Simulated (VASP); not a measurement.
# SnTe in VASP: how settings move the PBE single point

Aim: see what changed inputs do to the PBE single point of zincblende SnTe, under +2.5 % strain along x alone. This is a trial cell built on a prototype, not taken from a measured structure, and it needn't be the compound's ground state.

Code: VASP 6.6.1. PAW datasets, plane waves. Simulation only: spin-unpolarised, and no claim that this is the phase found in nature.

## (1) The structure to begin with

The cell comes from an earlier relaxation with r2SCAN in another program, then strained, with the atoms relaxed again.

Space group I-4m2 (No. 119), tetragonal; conventional cell a = 5.069 Å, c = 7.347 Å, 47.19 Å³ an atom. Near Sn stand 4 Te at 3.13 Å; near Te stand 4 Sn at 3.13 Å.

As a file:

```
CELL_PARAMETERS angstrom
0.00000 3.58398 3.58398
3.67358 0.00000 3.58398
3.67358 3.58398 0.00000
ATOMIC_POSITIONS crystal
Sn 0.00000 0.00000 0.00000
Te 0.25000 0.25000 0.25000
```

## (2) Reference

The input, INCAR:

```
ENCUT = 520.000000
SIGMA = 0.020000
EDIFF = 1.00e-07
GGA = PE
PREC = Accurate
IBRION = -1
ISIF = 2
ISMEAR = -1
NBANDS = 17
NELM = 120
NSW = 0
LASPH = .TRUE.
LCHARG = .FALSE.
LWAVE = .FALSE.
LREAL = .FALSE.
```

The input, KPOINTS:

```
KPOINTS created by Atomic Simulation Environment
0
Gamma
6 6 6
0 0 0
```

The input, POSCAR:

```
Sn Te
 1.0000000000000000
     0.0000000000000000    3.5839840091999999    3.5839840091999999
     3.6735836094000001    0.0000000000000000    3.5839840091999999
     3.6735836094000001    3.5839840091999999    0.0000000000000000
 Sn  Te
   1   1
Cartesian
  0.0000000000000000  0.0000000000000000  0.0000000000000000
  1.8367918046999998  1.7919920046000000  1.7919920046000000
```

A file KPOINTS_OPT adds named points for the levels; it doesn't enter the self-consistent loop.

Potentials: the recommended PBE PAW datasets, 20 valence electrons.

Command:

```sh
$ mpirun -np 1 vasp_std
```

The closing lines of the self-consistent loop in OSZICAR:

```text
DAV:  14    -0.706395205652E+01   -0.15375E-06   -0.44620E-07  1182   0.565E-03    0.322E-03
DAV:  15    -0.706395224105E+01   -0.18452E-06   -0.61709E-08   836   0.132E-03    0.168E-03
DAV:  16    -0.706395231639E+01   -0.75349E-07   -0.18206E-08   883   0.109E-03
   1 F= -.70639523E+01 E0= -.70639312E+01  d E =-.422068E-04
```

Run time: 67 s. Hardware: 1 MPI rank of Intel Xeon Platinum 8488C, shared host; peak memory 0.27 GiB.

Values of the reference: energy (σ→0) -7.0639 eV, pressure -0.11 GPa, gap on the mesh 0.20 eV.

## (3) Variant 1

INCAR is that of step 2.

The input, KPOINTS:

```
KPOINTS created by Atomic Simulation Environment
0
Monkhorst-Pack
6 6 6
0 0 0
```

POSCAR is that of step 2.

Command:

```sh
$ mpirun -np 1 vasp_std
```

Standard output, without the iteration lines:

```text
POSCAR found type information on POSCAR SnTe
 POSCAR found :  2 types and       2 ions
 LDA part: xc-table for (Slater+PW92), standard interpolation
 POSCAR, INCAR and KPOINTS ok, starting setup
 FFT: planning ... GRIDC
 FFT: planning ... GRID_SOFT
 FFT: planning ... GRID
 WAVECAR not read
 entering main loop
```

OSZICAR:

```text
N       E                     dE             d eps       ncg     rms          rms(c)
DAV:   1     0.124288163702E+03    0.12429E+03   -0.91477E+03  2145   0.117E+03
DAV:   2     0.533361571167E+01   -0.11895E+03   -0.11602E+03  2321   0.293E+02
DAV:   3    -0.681674495503E+01   -0.12150E+02   -0.12055E+02  2670   0.911E+01
DAV:   4    -0.719802512006E+01   -0.38128E+00   -0.38103E+00  2475   0.170E+01
DAV:   5    -0.721511176072E+01   -0.17087E-01   -0.17086E-01  3030   0.342E+00    0.432E+00
DAV:   6    -0.706410013661E+01    0.15101E+00   -0.39313E-01  2753   0.287E+00    0.281E+00
DAV:   7    -0.706183456489E+01    0.22656E-02   -0.86426E-02  2242   0.111E+00    0.108E+00
DAV:   8    -0.706357481126E+01   -0.17402E-02   -0.10182E-02  2402   0.703E-01    0.240E-01
DAV:   9    -0.706426924739E+01   -0.69444E-03   -0.23500E-03  2227   0.299E-01    0.684E-02
DAV:  10    -0.706447005232E+01   -0.20080E-03   -0.38242E-04  2421   0.987E-02    0.430E-02
DAV:  11    -0.706463061560E+01   -0.16056E-03   -0.25407E-04  2171   0.669E-02    0.347E-02
DAV:  12    -0.706463241994E+01   -0.18043E-05   -0.70497E-06  2643   0.197E-02    0.161E-02
DAV:  13    -0.706463407956E+01   -0.16596E-05   -0.39091E-06  2176   0.835E-03    0.447E-03
DAV:  14    -0.706463424017E+01   -0.16061E-06   -0.42402E-07  2594   0.541E-03    0.327E-03
DAV:  15    -0.706463443657E+01   -0.19640E-06   -0.57478E-08  1681   0.129E-03    0.158E-03
DAV:  16    -0.706463450674E+01   -0.70168E-07   -0.17720E-08  1708   0.107E-03
   1 F= -.70646345E+01 E0= -.70646312E+01  d E =-.657005E-05
```

Parts of OUTCAR:

```text
k-points           NKPTS =     63   k-points in BZ     NKDIM =     63   number of bands    NBANDS=     17

   NELECT =      20.0000    total number of electrons

   dimension x,y,z NGX =    40 NGY =   40 NGZ =   40
   dimension x,y,z NGXF=    80 NGYF=   80 NGZF=   80

  energy-cutoff  :      520.00
  volume of cell :       94.37
      direct lattice vectors                 reciprocal lattice vectors
     0.000000000  3.583984009  3.583984009    -0.136106879  0.139509551  0.139509551
     3.673583609  0.000000000  3.583984009     0.136106879 -0.139509551  0.139509551
     3.673583609  3.583984009  0.000000000     0.136106879  0.139509551 -0.139509551

 k-points in reciprocal lattice and weights: KPOINTS created by Atomic Simulation Env
   0.08333333  0.08333333  0.08333333       0.009
   0.25000000  0.08333333  0.08333333       0.009
   0.41666667  0.08333333  0.08333333       0.009
  -0.41666667  0.08333333  0.08333333       0.009
  -0.25000000  0.08333333  0.08333333       0.009
  -0.08333333  0.08333333  0.08333333       0.009
   0.08333333  0.25000000  0.08333333       0.019
   0.25000000  0.25000000  0.08333333       0.019
[... 55 more k-points ...]

 E-fermi :   3.2302

 k-point     1 :       0.0833    0.0833    0.0833
  band No.  band energies     occupation
      1     -18.6491      2.00000
      2     -18.6465      2.00000
      3     -18.6464      2.00000
      4     -18.6404      2.00000
      5     -18.6374      2.00000
      6      -8.3224      2.00000
      7      -2.1794      2.00000
      8       1.1435      2.00000
      9       1.2238      2.00000
     10       1.2926      2.00000
     11       4.1927      0.00000
     12       4.2258      0.00000
     13       4.2965      0.00000
     14       7.5166      0.00000
     15       9.2560      0.00000
     16       9.4961      0.00000
     17      10.5789      0.00000

 k-point     2 :       0.2500    0.0833    0.0833
  band No.  band energies     occupation
      1     -18.6485      2.00000
      2     -18.6469      2.00000
      3     -18.6461      2.00000
      4     -18.6405      2.00000
      5     -18.6372      2.00000
      6      -8.1743      2.00000
      7      -2.7762      2.00000
      8       0.6965      2.00000
      9       1.1174      2.00000
     10       1.5549      2.00000
     11       4.3039      0.00000
     12       4.4361      0.00000
     13       4.9671      0.00000
     14       8.4076      0.00000
     15       8.8073      0.00000
     16       9.2163      0.00000
     17      10.5468      0.00000

[... the tables of k-points 3 to 63 left out ...]

  Total       -0.0901836     -0.0612083     -0.0612083      0.0000000      0.0000000     -0.0000000
  in kB       -1.5310392     -1.0391268     -1.0391268      0.0000000      0.0000000     -0.0000000
  external PRESSURE =      -1.2030976 kB  Pullay stress =       0.0000000 kB

 POSITION                                       TOTAL-FORCE (eV/Angst)
 -----------------------------------------------------------------------------------
      0.00000      0.00000      0.00000         0.000000     -0.000000     -0.000000
      1.83679      1.79199      1.79199        -0.000000      0.000000      0.000000
 -----------------------------------------------------------------------------------
    total drift:                               -0.000000      0.000000      0.000000

  FREE ENERGIE OF THE ION-ELECTRON SYSTEM (eV)
  ---------------------------------------------------
  free  energy   TOTEN  =        -7.0646345067 eV

  energy  without entropy=       -7.0646279367  energy(sigma->0) =       -7.06463122
```

Run time: 2.2 min. Hardware: 1 MPI rank of Intel Xeon Platinum 8488C, shared host; peak memory 0.29 GiB.

Changed: shifted mesh. The run ends normally. Against the reference the energy moves by -0.4 meV/atom; the gap on the mesh goes from 0.20 to 0.31 eV.

## (4) Variant 2

The input, INCAR:

```
ENCUT = 520.000000
EDIFF = 1.00e-07
GGA = PE
PREC = Accurate
IBRION = -1
ISIF = 2
NBANDS = 17
NSW = 0
LASPH = .TRUE.
LCHARG = .FALSE.
LWAVE = .FALSE.
LREAL = .FALSE.
ISMEAR = 1
SIGMA = 0.01
NELM = 52
```

KPOINTS is that of step 2.

POSCAR is that of step 2.

Command:

```sh
$ mpirun -np 1 vasp_std
```

Standard output, without the iteration lines:

```text
POSCAR found type information on POSCAR SnTe
 POSCAR found :  2 types and       2 ions
 LDA part: xc-table for (Slater+PW92), standard interpolation
 POSCAR, INCAR and KPOINTS ok, starting setup
 FFT: planning ... GRIDC
 FFT: planning ... GRID_SOFT
 FFT: planning ... GRID
 WAVECAR not read
 entering main loop
```

OSZICAR:

```text
N       E                     dE             d eps       ncg     rms          rms(c)
DAV:   1     0.121751535249E+03    0.12175E+03   -0.93757E+03  1020   0.116E+03
DAV:   2     0.467383358234E+01   -0.11708E+03   -0.11418E+03  1102   0.289E+02
DAV:   3    -0.684636626400E+01   -0.11520E+02   -0.11415E+02  1230   0.887E+01
DAV:   4    -0.720018084629E+01   -0.35381E+00   -0.35364E+00  1236   0.164E+01
DAV:   5    -0.721477622914E+01   -0.14595E-01   -0.14595E-01  1467   0.306E+00    0.433E+00
DAV:   6    -0.706349020052E+01    0.15129E+00   -0.39691E-01  1330   0.287E+00    0.281E+00
DAV:   7    -0.706111507490E+01    0.23751E-02   -0.85587E-02  1067   0.110E+00    0.108E+00
DAV:   8    -0.706289493272E+01   -0.17799E-02   -0.10162E-02  1187   0.708E-01    0.229E-01
DAV:   9    -0.706359160578E+01   -0.69667E-03   -0.23983E-03  1081   0.306E-01    0.668E-02
DAV:  10    -0.706378115109E+01   -0.18955E-03   -0.38784E-04  1147   0.101E-01    0.433E-02
DAV:  11    -0.706394140213E+01   -0.16025E-03   -0.25818E-04  1034   0.674E-02    0.354E-02
DAV:  12    -0.706394343504E+01   -0.20329E-05   -0.70779E-06  1220   0.199E-02    0.169E-02
DAV:  13    -0.706394506599E+01   -0.16310E-05   -0.38529E-06  1051   0.832E-03    0.500E-03
DAV:  14    -0.706394522137E+01   -0.15537E-06   -0.46626E-07  1181   0.577E-03    0.323E-03
DAV:  15    -0.706394540323E+01   -0.18186E-06   -0.55801E-08   835   0.128E-03    0.167E-03
DAV:  16    -0.706394547979E+01   -0.76563E-07   -0.17273E-08   875   0.108E-03
   1 F= -.70639455E+01 E0= -.70639455E+01  d E =0.178132E-19
```

OUTCAR, selected sections:

```text
k-points           NKPTS =     30   k-points in BZ     NKDIM =     30   number of bands    NBANDS=     17

   NELECT =      20.0000    total number of electrons

   dimension x,y,z NGX =    40 NGY =   40 NGZ =   40
   dimension x,y,z NGXF=    80 NGYF=   80 NGZF=   80

  energy-cutoff  :      520.00
  volume of cell :       94.37
      direct lattice vectors                 reciprocal lattice vectors
     0.000000000  3.583984009  3.583984009    -0.136106879  0.139509551  0.139509551
     3.673583609  0.000000000  3.583984009     0.136106879 -0.139509551  0.139509551
     3.673583609  3.583984009  0.000000000     0.136106879  0.139509551 -0.139509551

 k-points in reciprocal lattice and weights: KPOINTS created by Atomic Simulation Env
   0.00000000  0.00000000  0.00000000       0.005
   0.16666667  0.00000000  0.00000000       0.037
   0.33333333  0.00000000  0.00000000       0.037
   0.50000000  0.00000000  0.00000000       0.019
   0.16666667  0.16666667  0.00000000       0.019
   0.33333333  0.16666667  0.00000000       0.074
   0.50000000  0.16666667  0.00000000       0.074
  -0.33333333  0.16666667 -0.00000000       0.074
[... 22 more k-points ...]

 E-fermi :   3.1253

 k-point     1 :       0.0000    0.0000    0.0000
  band No.  band energies     occupation
      1     -18.6487      2.00000
      2     -18.6461      2.00000
      3     -18.6461      2.00000
      4     -18.6400      2.00000
      5     -18.6370      2.00000
      6      -8.3512      2.00000
      7      -2.0300      2.00000
      8       1.1710      2.00000
      9       1.2688      2.00000
     10       1.2688      2.00000
     11       4.1493      0.00000
     12       4.1493      0.00000
     13       4.2210      0.00000
     14       7.2895      0.00000
     15       9.4571      0.00000
     16       9.7396      0.00000
     17      10.5726      0.00000

 k-point     2 :       0.1667    0.0000    0.0000
  band No.  band energies     occupation
      1     -18.6485      2.00000
      2     -18.6462      2.00000
      3     -18.6458      2.00000
      4     -18.6400      2.00000
      5     -18.6369      2.00000
      6      -8.2370      2.00000
      7      -2.5502      2.00000
      8       1.0348      2.00000
      9       1.1135      2.00000
     10       1.3379      2.00000
     11       4.3848      0.00000
     12       4.4208      0.00000
     13       4.5105      0.00000
     14       8.0597      0.00000
     15       9.0135      0.00000
     16       9.1901      0.00000
     17      10.3215      0.00000

[... the tables of k-points 3 to 30 left out ...]

  Total       -0.0834492     -0.0552175     -0.0552175      0.0000000      0.0000000     -0.0000000
  in kB       -1.4167098     -0.9374231     -0.9374231      0.0000000      0.0000000     -0.0000000
  external PRESSURE =      -1.0971854 kB  Pullay stress =       0.0000000 kB

 POSITION                                       TOTAL-FORCE (eV/Angst)
 -----------------------------------------------------------------------------------
      0.00000      0.00000      0.00000        -0.000000     -0.000000     -0.000000
      1.83679      1.79199      1.79199         0.000000      0.000000      0.000000
 -----------------------------------------------------------------------------------
    total drift:                               -0.000000      0.000000      0.000000

  FREE ENERGIE OF THE ION-ELECTRON SYSTEM (eV)
  ---------------------------------------------------
  free  energy   TOTEN  =        -7.0639454798 eV

  energy  without entropy=       -7.0639454798  energy(sigma->0) =       -7.06394548
```

Wall time 67 s (1 MPI rank of Intel Xeon Platinum 8488C, shared host); peak memory 0.25 GiB.

Changed: ISMEAR = 1, SIGMA = 0.01, NELM = 52. VASP runs to the end. Against the reference the energy moves by less than 0.1 meV/atom.

## (5) Variant 3

The input, INCAR:

```
ENCUT = 520.000000
SIGMA = 0.020000
EDIFF = 1.00e-07
IBRION = -1
ISIF = 2
ISMEAR = -1
NELM = 120
NSW = 0
LASPH = .TRUE.
LCHARG = .FALSE.
LWAVE = .FALSE.
LREAL = .FALSE.
GGA = AM
NBANDS = 50
PREC = Low
```

KPOINTS is that of step 2.

POSCAR is that of step 2.

Command:

```sh
$ mpirun -np 1 vasp_std
```

Printed to the terminal (iteration lines stand in OSZICAR):

```text
POSCAR found type information on POSCAR SnTe
 POSCAR found :  2 types and       2 ions
 -----------------------------------------------------------------------------
|                                                                             |
|                                                                             |
|     You enforced a specific xc type in the INCAR file but a different       |
|     I HOPE YOU KNOW WHAT YOU ARE DOING!                                     |
|                                                                             |
 -----------------------------------------------------------------------------

 LDA part: xc-table for (Slater+PW92), standard interpolation
 POSCAR, INCAR and KPOINTS ok, starting setup
 FFT: planning ... GRIDC
 FFT: planning ... GRID_SOFT
 FFT: planning ... GRID
 WAVECAR not read
 entering main loop
```

OSZICAR:

```text
N       E                     dE             d eps       ncg     rms          rms(c)
DAV:   1     0.198861993046E+03    0.19886E+03   -0.63157E+03  3584   0.399E+02
DAV:   2     0.241622774247E+02   -0.17470E+03   -0.15396E+03  3256   0.215E+02
DAV:   3    -0.595988774115E+01   -0.30122E+02   -0.29610E+02  3572   0.496E+01
DAV:   4    -0.727925659460E+01   -0.13194E+01   -0.13177E+01  3640   0.111E+01
DAV:   5    -0.730420298174E+01   -0.24946E-01   -0.24942E-01  3792   0.160E+00    0.449E+00
DAV:   6    -0.714662770638E+01    0.15758E+00   -0.28785E-01  4548   0.104E+00    0.270E+00
DAV:   7    -0.714123763711E+01    0.53901E-02   -0.41388E-02  3736   0.364E-01    0.113E+00
DAV:   8    -0.714388125668E+01   -0.26436E-02   -0.62730E-03  3568   0.240E-01    0.124E-01
DAV:   9    -0.714436197968E+01   -0.48072E-03   -0.42530E-04  3576   0.641E-02    0.588E-02
DAV:  10    -0.714505150646E+01   -0.68953E-03   -0.32263E-04  3310   0.455E-02    0.380E-02
DAV:  11    -0.714516676378E+01   -0.11526E-03   -0.75258E-05  3536   0.211E-02    0.105E-02
DAV:  12    -0.714518409698E+01   -0.17333E-04   -0.13575E-05  3424   0.124E-02    0.674E-03
DAV:  13    -0.714518678441E+01   -0.26874E-05   -0.35581E-06  3496   0.485E-03    0.253E-03
DAV:  14    -0.714518690062E+01   -0.11621E-06   -0.59338E-07  3688   0.142E-03    0.165E-03
DAV:  15    -0.714518702289E+01   -0.12228E-06   -0.90076E-08  3320   0.648E-04    0.355E-04
DAV:  16    -0.714518701146E+01    0.11436E-07   -0.23029E-09  3216   0.161E-04
   1 F= -.71451870E+01 E0= -.71451752E+01  d E =-.236852E-04
```

From OUTCAR:

```text
k-points           NKPTS =     30   k-points in BZ     NKDIM =     30   number of bands    NBANDS=     50

   NELECT =      20.0000    total number of electrons

   dimension x,y,z NGX =    28 NGY =   30 NGZ =   30
   dimension x,y,z NGXF=    28 NGYF=   30 NGZF=   30

  energy-cutoff  :      520.00
  volume of cell :       94.37
      direct lattice vectors                 reciprocal lattice vectors
     0.000000000  3.583984009  3.583984009    -0.136106879  0.139509551  0.139509551
     3.673583609  0.000000000  3.583984009     0.136106879 -0.139509551  0.139509551
     3.673583609  3.583984009  0.000000000     0.136106879  0.139509551 -0.139509551

 k-points in reciprocal lattice and weights: KPOINTS created by Atomic Simulation Env
   0.00000000  0.00000000  0.00000000       0.005
   0.16666667  0.00000000  0.00000000       0.037
   0.33333333  0.00000000  0.00000000       0.037
   0.50000000  0.00000000  0.00000000       0.019
   0.16666667  0.16666667  0.00000000       0.019
   0.33333333  0.16666667  0.00000000       0.074
   0.50000000  0.16666667  0.00000000       0.074
  -0.33333333  0.16666667 -0.00000000       0.074
[... 22 more k-points ...]

 E-fermi :   3.1448

 k-point     1 :       0.0000    0.0000    0.0000
  band No.  band energies     occupation
      1     -18.6341      2.00000
      2     -18.6312      2.00000
      3     -18.6306      2.00000
      4     -18.6256      2.00000
      5     -18.6225      2.00000
      6      -8.4082      2.00000
      7      -2.1065      2.00000
      8       1.1293      2.00000
      9       1.2281      2.00000
     10       1.2282      2.00000
     11       4.1062      0.00000
     12       4.1068      0.00000
     13       4.1783      0.00000
     14       7.3599      0.00000
     15       9.4395      0.00000
     16       9.7215      0.00000
     17      10.6107      0.00000
     18      10.9178      0.00000
     19      10.9178      0.00000
     20      13.1534      0.00000
     21      17.0582      0.00000
     22      17.3003      0.00000
     23      17.3006      0.00000
     24      18.7135      0.00000
     25      18.8379      0.00000
     26      18.8379      0.00000
     27      18.9994      0.00000
     28      18.9998      0.00000
     29      19.3028      0.00000
     30      19.8743      0.00000
     31      20.1805      0.00000
     32      22.4016      0.00000
     33      25.2500      0.00000
     34      25.7737      0.00000
     35      25.9062      0.00000
     36      25.9063      0.00000
     37      26.3645      0.00000
     38      26.3646      0.00000
     39      26.6828      0.00000
     40      26.9264      0.00000
     41      27.3498      0.00000
     42      27.3784      0.00000
     43      27.5113      0.00000
     44      27.5119      0.00000
     45      27.6198      0.00000
     46      27.6199      0.00000
     47      27.6543      0.00000
     48      27.9350      0.00000
     49      28.4488      0.00000
     50      28.4490      0.00000

[... the tables of k-points 2 to 30 left out ...]

  Total       -0.5908943     -0.5349173     -0.5349173      0.0000000      0.0000000      0.0000000
  in kB      -10.0315567     -9.0812400     -9.0812400      0.0000000      0.0000000      0.0000000
  external PRESSURE =      -9.3980122 kB  Pullay stress =       0.0000000 kB

 POSITION                                       TOTAL-FORCE (eV/Angst)
 -----------------------------------------------------------------------------------
      0.00000      0.00000      0.00000        -0.000000      0.000000      0.000000
      1.83679      1.79199      1.79199         0.000000     -0.000000     -0.000000
 -----------------------------------------------------------------------------------
    total drift:                               -0.000279      0.000354      0.000346

  FREE ENERGIE OF THE ION-ELECTRON SYSTEM (eV)
  ---------------------------------------------------
  free  energy   TOTEN  =        -7.1451870115 eV

  energy  without entropy=       -7.1451633262  energy(sigma->0) =       -7.14517517
```

It took 92 s on 1 MPI rank of Intel Xeon Platinum 8488C, shared host; peak memory 0.2 GiB.

Changed: GGA = AM, NBANDS = 50, PREC = Low. The run ends normally. Its total energy is on another scale than the reference's; the pressure goes from -0.1 to -0.9 GPa, the gap on the mesh goes from 0.20 to 0.23 eV. The functional is now AM05, on datasets made with PBE. These settings are too coarse to quote the result as the crystal's.

## (6) Comparison

| run | changed | ending | energy change (meV/atom) | pressure (GPa) | gap on the mesh (eV; negative: overlap) | electronic steps | time | usable |
| --- | --- | --- | --- | --- | --- | --- | --- | --- |
| ref. | – | converged | 0 | -0.1 | 0.20 | 16 | 67 s | yes |
| 1 | shifted mesh | converged | -0.4 | -0.1 | 0.31 | 16 | 2.2 min | yes |
| 2 | ISMEAR = 1, SIGMA = 0.01, NELM = 52 | converged | 0.0 | -0.1 | 0.20 | 16 | 67 s | yes |
| 3 | GGA = AM, NBANDS = 50, PREC = Low | converged | – | -0.9 | 0.23 | 16 | 92 s | no |

**Reading.** Of 3 altered inputs, 1 ended normally on a faulty or unsound input, 2 gave usable results. Among the usable ones with comparable energies, «shifted mesh» moves the energy most, by -0.4 meV/atom.
